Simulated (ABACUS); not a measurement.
# Zr (P6_3/mmc) in ABACUS: notebook, part 2 of 2

ABACUS 3.10.1. The steps go on from the part before.

### 3 Equation of state, LDA, 21.88 Å³/atom (volume scaled by 0.94)

INPUT

```
INPUT_PARAMETERS
suffix              Zr
calculation         scf
basis_type          pw
pseudo_dir          ./
symmetry            1
dft_functional      pz
ecutwfc             40
pseudo_rcut         10
nspin               1
nbands              16
ks_solver           dav
smearing_method     fd
smearing_sigma      0.00367493
scf_thr             1e-08
scf_nmax            100
mixing_type         broyden
mixing_beta         0.7
cal_force           1
cal_stress          1
ecutrho             320
kpar                4
```

STRU

```
ATOMIC_SPECIES
Zr 91.2240 zr_lda_v1.uspp.F.UPF

LATTICE_CONSTANT
1.8897261246

LATTICE_VECTORS
3.1660223034 0.0000000000 0.0000000000
-1.5830111517 2.7418557436 0.0000000000
0.0000000000 0.0000000000 5.0419297016

ATOMIC_POSITIONS
Direct

Zr
0.0
2
0.6666666667 0.3333333333 0.7500000000 1 1 1
0.3333333333 0.6666666667 0.2500000000 1 1 1
```

KPT

```
K_POINTS
0
Gamma
7 7 4 0 0 0
```

Potentials or basis: GBRV ultrasoft 1.5 LDA, plane waves.

Run with:

```
$ OMP_NUM_THREADS=1 mpirun -np 4 abacus > log
```

running log:

```text
ABACUS v3.10.1

               Atomic-orbital Based Ab-initio Computation at UStc

 ------------------------------------------------------------------------------------

 READING GENERAL INFORMATION
                           global_out_dir = OUT.Zr/
                           global_in_card = INPUT
                               pseudo_dir = ./
                              orbital_dir =
                                    DSIZE = 4
                                    GSIZE = 1

 READING UNITCELL INFORMATION
                                    ntype = 1
                  lattice constant (Bohr) = 1.88973
              lattice constant (Angstrom) = 1

 READING ATOM TYPE 1
                               atom label = Zr
                      L=0, number of zeta = 1
                      L=1, number of zeta = 1
                      L=2, number of zeta = 1
             number of atom for this type = 2

                        TOTAL ATOM NUMBER = 2
DIRECT COORDINATES
    atom                   x                   y                   z     mag                  vx                  vy                  vz
taud_Zr1            0.6666666667        0.3333333333        0.7500000000  0.0000        0.0000000000        0.0000000000        0.0000000000
taud_Zr2            0.3333333333        0.6666666667        0.2500000000  0.0000        0.0000000000        0.0000000000        0.0000000000

                          Volume (Bohr^3) = 295.36
                             Volume (A^3) = 43.7678

 Lattice vectors: (Cartesian coordinate: in unit of a_0)
             +3.16602                  +0                  +0
             -1.58301            +2.74186                  +0
                   +0                  +0            +5.04193
 Reciprocal vectors: (Cartesian coordinate: in unit of 2 pi/a_0)
            +0.315854           +0.182358                  -0
                   -0           +0.364716                  -0
                   +0                  -0           +0.198337
 The esolver type has been set to : ksdft_pw

                PAO radial cut off (Bohr) = 10

 Read in pseudopotential file is zr_lda_v1.uspp.F.UPF
                     pseudopotential type = US
          exchange-correlation functional = PZ
                 nonlocal core correction = 1
                        valence electrons = 12
                                     lmax = 2
                           number of zeta = 5
                     number of projectors = 6
                           L of projector = 0
                           L of projector = 0
                           L of projector = 1
                           L of projector = 1
                           L of projector = 2
                           L of projector = 2
     initial pseudo atomic orbital number = 26

 SETUP THE ELECTRONS NUMBER
            electron number of element Zr = 12
      total electron number of element Zr = 24
            AUTOSET number of electrons:  = 24
                           occupied bands = 12
                                   NBANDS = 16
                                   NLOCAL = 18

%%%%%%%%%%%%%%%%%%%%%%%%%%%%%%%%%%%%%%%%%%%%%%%%%%%%%%%%%%%%%%%%%%%%%%%%%%%%%%%%%%%%%%%%%%%%%%%%%%%%%%%%%%
 Warning: the number of valence electrons in pseudopotential > 4 for Zr: [Kr] 4d2 5s2
 Pseudopotentials with additional electrons can yield (more) accurate outcomes, but may be less efficient.
 If you're confident that your chosen pseudopotential is appropriate, you can safely ignore this warning.
%%%%%%%%%%%%%%%%%%%%%%%%%%%%%%%%%%%%%%%%%%%%%%%%%%%%%%%%%%%%%%%%%%%%%%%%%%%%%%%%%%%%%%%%%%%%%%%%%%%%%%%%%%

 SETUP THE PLANE WAVE BASIS
 energy cutoff for charge/potential (unit:Ry) = 160
            fft grid for charge/potential = [ 25, 25, 40 ]
                        fft grid division = [ 1, 1, 1 ]
        big fft grid for charge/potential = [ 36, 36, 60 ]
                                     nbxx = 77760
                                     nrxx = 25000

 SETUP PLANE WAVES FOR CHARGE/POTENTIAL
                    number of plane waves = 10047
[... 124 lines left out ...]

                               nkstot now = 24
[... K-POINTS DIRECT COORDINATES: 24 rows ...]

           k-point number in this process = 6
       minimum distributed K point number = 6
[... stars of the k points ...]

[... K-POINTS CARTESIAN COORDINATES: 6 rows ...]

[... K-POINTS DIRECT COORDINATES: 6 rows ...]

 SETUP PLANE WAVES FOR WAVE FUNCTIONS
     energy cutoff for wavefunc (unit:Ry) = 40
              fft grid for wave functions = [ 25, 25, 40 ]
                    number of plane waves = 1617
                         number of sticks = 121

 PARALLEL PW FOR WAVE FUNCTIONS
     PROC   COLUMNS(POT)             PW
        1            121           1617
 --------------- sum -------------------
        1            121           1617

 SETUP NONLOCAL PSEUDOPOTENTIALS IN PLANE WAVE BASIS
 Zr non-local projectors:
 projector 1 L=0
 projector 2 L=0
 projector 3 L=1
 projector 4 L=1
 projector 5 L=2
 projector 6 L=2
      TOTAL NUMBER OF NONLOCAL PROJECTORS = 36

 Init Non-Local PseudoPotential table :
 Init Non-Local-Pseudopotential done.

                                     npwx = 1266

 Make real space PAO into reciprocal space.
       max mesh points in Pseudopotential = 709
     dq(describe PAO in reciprocal space) = 0.01
                                    max q = 763

 number of pseudo atomic orbitals for Zr is 5
WARNING: norm of atomic wavefunction # 3 of atomic type Zr is 0.999936, renormalized
WARNING: norm of atomic wavefunction # 4 of atomic type Zr is 0.999616, renormalized
WARNING: norm of atomic wavefunction # 5 of atomic type Zr is 0.989317, renormalized

 -------------------------------------------
 SELF-CONSISTENT
 -------------------------------------------
                                 init_chg = atomic

 PW ALGORITHM --------------- ION=   1  ELEC=   1--------------------------------

 Notice: Threshold on eigenvalues was too large.
 hsover_error=0.24 > DRHO=0.0323896
 Origin diag ethr = 0.01
 New diag ethr = 0.000134957

 Density error is 0.032438039077
                          Error Threshold = 0.000134956583234
----------------------------------------------------------
     Energy           Rydberg                 eV
----------------------------------------------------------
 E_KohnSham     -198.5871316278      -2701.9165396144
 E_Harris       -199.8190743744      -2718.6779805780
 E_Fermi        1.1150908648         15.1715895495
----------------------------------------------------------
[... 51 lines left out ...]
 Density error is 5.93552520225e-10
                          Error Threshold = 6.8284165081e-11
----------------------------------------------------------
     Energy           Rydberg                 eV
----------------------------------------------------------
 E_KohnSham     -198.5923179050      -2701.9871025361
 E_KS(sigma->0) -198.5914900394      -2701.9758388466
 E_Harris       -198.5923409612      -2701.9874162306
 E_band         -12.4056769851       -168.7878945447
 E_one_elec     -31.7650713449       -432.1859676665
 E_Hartree      25.9907936045        353.6228885633
 E_xc           -35.4668883275       -482.5517715840
 E_Ewald        -157.3494961060      -2140.8497244699
 E_entropy(-TS) -0.0016557312        -0.0225273790
 E_descf        0.0000000000         0.0000000000
 E_exx          0.0000000000         0.0000000000
 E_Fermi        1.1005019775         14.9730975549
----------------------------------------------------------

 charge density convergence is achieved
 final etot is -2701.9871025 eV
 EFERMI = 14.973097555 eV

 STATE ENERGY(eV) AND OCCUPATIONS    NSPIN == 1
 1/6 kpoint (Cartesian) = 0.0000 0.0000 0.0000 (1243 pws)
       1       -33.6658      0.0102041
       2       -33.4633      0.0102041
       3       -12.3672      0.0102041
       4       -11.3009      0.0102041
       5       -11.3009      0.0102041
       6       -11.1282      0.0102041
[... 8 lines left out ...]
      15        16.5158    4.06430e-16
      16        16.5158    4.06430e-16
[... 77 lines left out ...]
       4       -11.9402       0.122449
       5       -11.8319       0.122449
       6       -11.5573       0.122449
[... 8 lines left out ...]
      15        16.0691    3.70227e-11
      16        18.3255    9.31211e-31

------------------------------------------------------------------------------------------
 TOTAL-FORCE (eV/Angstrom)
------------------------------------------------------------------------------------------
                       Zr1         0.0000000000         0.0000000000         0.0000000000
                       Zr2         0.0000000000         0.0000000000         0.0000000000
------------------------------------------------------------------------------------------

----------------------------------------------------------------
 TOTAL-STRESS (KBAR)
----------------------------------------------------------------
        -2.5563309617        -0.0000000000         0.0000000000
         0.0000000000        -2.5563309619        -0.0000000000
        -0.0000000000         0.0000000000        -2.6690112577
----------------------------------------------------------------
 TOTAL-PRESSURE: -2.593891 KBAR

 --------------------------------------------
 !FINAL_ETOT_IS -2701.9871025360748718 eV
 --------------------------------------------
```

It took 11 s on 4 MPI ranks of Intel Xeon Platinum 8488C (Sapphire Rapids), shared host; peak memory 0.64 GiB.

Results:

```
Free energy            : -2701.9871 eV
Pressure               : -0.3 GPa
Band gap on the k mesh : none (metal or under the smearing width)
```

### 4 Equation of state, LDA, 22.82 Å³/atom (volume scaled by 0.98)

INPUT is that of step 3.

STRU

```
ATOMIC_SPECIES
Zr 91.2240 zr_lda_v1.uspp.F.UPF

LATTICE_CONSTANT
1.8897261246

LATTICE_VECTORS
3.2103080712 0.0000000000 0.0000000000
-1.6051540356 2.7802083436 0.0000000000
0.0000000000 0.0000000000 5.1124553350

ATOMIC_POSITIONS
Direct

Zr
0.0
2
0.6666666667 0.3333333333 0.7500000000 1 1 1
0.3333333333 0.6666666667 0.2500000000 1 1 1
```

KPT is that of step 3.

Run with:

```
$ OMP_NUM_THREADS=1 mpirun -np 4 abacus > log
```

Wall time 13 s (4 MPI ranks of Intel Xeon Platinum 8488C (Sapphire Rapids), shared host); peak memory 0.64 GiB.

Results (log left out):

| Property | Result |
| --- | --- |
| Free energy | -2701.9606 eV |
| Pressure | -4.3 GPa |
| Band gap on the k mesh | none (metal or under the smearing width) |

### 5 Equation of state, LDA, 23.75 Å³/atom (volume scaled by 1.02)

INPUT is that of step 4.

STRU

```
ATOMIC_SPECIES
Zr 91.2240 zr_lda_v1.uspp.F.UPF

LATTICE_CONSTANT
1.8897261246

LATTICE_VECTORS
3.2534045973 0.0000000000 0.0000000000
-1.6267022986 2.8175310300 0.0000000000
0.0000000000 0.0000000000 5.1810870861

ATOMIC_POSITIONS
Direct

Zr
0.0
2
0.6666666667 0.3333333333 0.7500000000 1 1 1
0.3333333333 0.6666666667 0.2500000000 1 1 1
```

KPT is that of step 4.

Run with:

```
$ OMP_NUM_THREADS=1 mpirun -np 4 abacus > log
```

It took 13 s on 4 MPI ranks of Intel Xeon Platinum 8488C (Sapphire Rapids), shared host; peak memory 0.68 GiB.

The run converged. Its results:

```yaml
Free_energy: -2701.8914 eV
Pressure: -7.6 GPa
Band_gap_on_the_k_mesh: none (metal or under the smearing width)
```

### 6 Equation of state, LDA, 24.68 Å³/atom (volume scaled by 1.06)

INPUT is that of step 5.

STRU

```
ATOMIC_SPECIES
Zr 91.2240 zr_lda_v1.uspp.F.UPF

LATTICE_CONSTANT
1.8897261246

LATTICE_VECTORS
3.2953886421 0.0000000000 0.0000000000
-1.6476943210 2.8538902793 0.0000000000
0.0000000000 0.0000000000 5.2479471970

ATOMIC_POSITIONS
Direct

Zr
0.0
2
0.6666666667 0.3333333333 0.7500000000 1 1 1
0.3333333333 0.6666666667 0.2500000000 1 1 1
```

KPT is that of step 5.

Potentials or basis: GBRV ultrasoft 1.5 LDA, plane waves.

Run with:

```
$ OMP_NUM_THREADS=1 mpirun -np 4 abacus > log
```

It took 16 s on 4 MPI ranks of Intel Xeon Platinum 8488C (Sapphire Rapids), shared host; peak memory 0.68 GiB.

The run converged. Its results:

| Item | Value |
| --- | --- |
| Free energy | -2701.7864 eV |
| Pressure | -10.4 GPa |
| Band gap on the k mesh | none (metal or under the smearing width) |

### 7 Equation of state, LDA

No new run: the results of the series are fitted here.

What came out:

```
Equilibrium volume                        : 21.84 Å³/atom (rough: see the caveat)
Bulk modulus at fixed shape and positions : 103 GPa (rough)
```

Energy against volume, from the lowest point:
```
volume (Å³/atom)  energy (meV/atom)
          21.884               0.00
          22.815              13.27
          23.746              47.86
          24.678             100.36
```

Caveat: the minimum lies outside the volumes run; the cell was scaled at fixed shape and fractional positions, which overstates the stiffness of a crystal with free parameters, most of all of layers and chains.
